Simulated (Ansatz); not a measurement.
Task: a relaxation driven by ASE of In, space group I4/mmm, with the Ansatz DFT code, driven from Python. Give the script and its output. Level of theory (first run): PBE, PAW, the default cutoff (420 eV here), 8×8×8 k-points, Fermi-Dirac smearing of 0.1 eV.

```
In
1.0
    -1.62547    1.62547    2.47370
     1.62547   -1.62547    2.47370
     1.62547    1.62547   -2.47370
In
1
Direct
  0.00000 0.00000 0.00000
```

`run_ase_relax.py`:
```python
'''Relax In with an ASE optimiser on Ansatz forces.'''

from dataclasses import dataclass
import logging
import sys
import warnings

import ansatz as az
from ase import Atoms
from ase.calculators.calculator import Calculator, all_changes
from ase.filters import FrechetCellFilter
from ase.optimize import FIRE
from ase.units import GPa
import numpy as np

logging.basicConfig(stream=sys.stdout, format='%(levelname)s:%(name)s:%(message)s')
logger = logging.getLogger('ansatz_job')
logger.setLevel(logging.INFO)


@dataclass
class RunConfig:
    width_ev: float = 0.1
    kgrid: tuple[int, ...] = (8, 8, 8)


cfg = RunConfig()


class DFT(Calculator):
    implemented_properties = ['energy', 'free_energy', 'forces', 'stress']

    def calculate(self, atoms=None, properties=('energy',), system_changes=all_changes):
        super().calculate(atoms, properties, system_changes)
        bare = self.atoms.copy()
        bare.set_constraint()
        bare.set_momenta(None)
        job = (
            az.Crystal.from_ase(bare).calculation()
            .occupations(az.OccupationsMethod.FERMI_DIRAC, width=cfg.width_ev)
            .functional(az.Functional.PBE)
            .kpoints(*cfg.kgrid)
            .forces()
            .stress()
        )
        report = job.run().report
        self.results['free_energy'] = report['lagrangian_ev']
        self.results['energy'] = report.get('lagrangian_sigma0_ev', report['lagrangian_ev'])
        self.results['forces'] = np.array(report['forces_ev_ang'])
        s = -np.array(report['stress_gpa']) * GPa  # ASE counts tension as positive
        self.results['stress'] = s[[0, 1, 2, 1, 0, 0], [0, 1, 2, 2, 2, 1]]


def main() -> None:
    warnings.simplefilter('ignore')
    atoms = Atoms(
        ['In'],
        cell=[(-1.62547, 1.62547, 2.4737), (1.62547, -1.62547, 2.4737), (1.62547, 1.62547, -2.4737)],
        scaled_positions=[
            (0.0, 0.0, 0.0),
        ],
        pbc=True,
    )
    atoms.calc = DFT()
    before = atoms.get_potential_energy(), atoms.get_volume()
    target = FrechetCellFilter(atoms)
    optimiser = FIRE(target, logfile=None)


    def tell():
        fmax = np.linalg.norm(target.get_forces(), axis=1).max()
        logger.info(f'step {optimiser.nsteps:2d}  E = {atoms.get_potential_energy():.5f} eV  fmax = {fmax:.4f}  V = {atoms.get_volume():.3f} A^3')


    optimiser.attach(tell)
    met = optimiser.run(fmax=0.03, steps=20)
    print('threshold met:', bool(met), ' energy gained:', round(before[0] - atoms.get_potential_energy(), 5), 'eV')
    print('cell lengths and angles:', np.round(atoms.cell.cellpar(), 3))
    print(np.round(atoms.get_scaled_positions(), 4))


if __name__ == '__main__':
    main()
```

```console
$ python run_ase_relax.py
INFO:ansatz_job:step  0  E = -5597.83092 eV  fmax = 0.6559  V = 26.144 A^3
INFO:ansatz_job:step  1  E = -5597.83563 eV  fmax = 0.5723  V = 26.400 A^3
INFO:ansatz_job:step  2  E = -5597.84244 eV  fmax = 0.4209  V = 26.862 A^3
INFO:ansatz_job:step  3  E = -5597.84812 eV  fmax = 0.2310  V = 27.429 A^3
INFO:ansatz_job:step  4  E = -5597.85118 eV  fmax = 0.2083  V = 27.943 A^3
INFO:ansatz_job:step  5  E = -5597.85307 eV  fmax = 0.2542  V = 28.246 A^3
INFO:ansatz_job:step  6  E = -5597.85593 eV  fmax = 0.2418  V = 28.284 A^3
INFO:ansatz_job:step  7  E = -5597.85914 eV  fmax = 0.1591  V = 28.077 A^3
INFO:ansatz_job:step  8  E = -5597.86034 eV  fmax = 0.0971  V = 27.640 A^3
INFO:ansatz_job:step  9  E = -5597.86037 eV  fmax = 0.0946  V = 27.633 A^3
INFO:ansatz_job:step 10  E = -5597.86043 eV  fmax = 0.0897  V = 27.622 A^3
INFO:ansatz_job:step 11  E = -5597.86052 eV  fmax = 0.0824  V = 27.604 A^3
INFO:ansatz_job:step 12  E = -5597.86062 eV  fmax = 0.0732  V = 27.583 A^3
INFO:ansatz_job:step 13  E = -5597.86073 eV  fmax = 0.0621  V = 27.558 A^3
INFO:ansatz_job:step 14  E = -5597.86083 eV  fmax = 0.0497  V = 27.531 A^3
INFO:ansatz_job:step 15  E = -5597.86092 eV  fmax = 0.0364  V = 27.503 A^3
INFO:ansatz_job:step 16  E = -5597.86100 eV  fmax = 0.0213  V = 27.474 A^3
threshold met: True  energy gained: 0.03008 eV
cell lengths and angles: [  3.535   3.535   3.535 126.716 126.716  78.715]
[[0. 0. 0.]]
```

Reading the output:
- Total energies depend on the potentials; only differences at equal settings carry meaning. A total without «per atom» is that of the cell as typed.
- The mesh is modest for a metal, so energies can be off by several to tens of meV an atom and pressures by half a GPa or more; differences at equal mesh fare better.
- Wall time of the script: 34 s on 1 thread of Arm Neoverse N1, on a shared host, peak memory 0.4 GiB.
